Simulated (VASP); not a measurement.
Runs of VASP 6.6.1 on BN. The cell holds a slab with vacuum, 2 atoms: a = 2.498 Å, b = 2.498 Å, c = 18.000 Å, α = 90.00°, β = 90.00°, γ = 120.00°. 

```csv
task,level,cell,k mesh,cutoff (eV),grid for exact exchange (PRECFOCK),exchange at q = 0,dipole correction,screening parameter,gap on the mesh (eV)
relaxation of cell and atoms,PBE+D3(BJ),relaxed,15 × 15 × 1,600,-,-,-,-,4.67
band structure,PBE0,"P-6m2, 49.06 Å³/atom",9 × 9 × 1,520,Fast,truncated,yes,-,(a)
band structure,HSE06,"P-6m2, 49.06 Å³/atom",9 × 9 × 1,520,Fast,-,yes,0.2 1/A,5.66
band structure,PBE+D3(BJ),"P-6m2, 49.06 Å³/atom",9 × 9 × 1,520,-,-,yes,-,4.67
```

Alike in all rows: potentials or basis VASP PAW PBE potentials, release 64 (B, N); no spin polarisation; smearing gaussian 0.03 eV.

Task: Estimate the missing entries.

Result: (a) 6.31.

Caveats: the PAW data sets were made with another functional, which shifts forces and pressure a little (some runs).

A k mesh can miss the band edges.
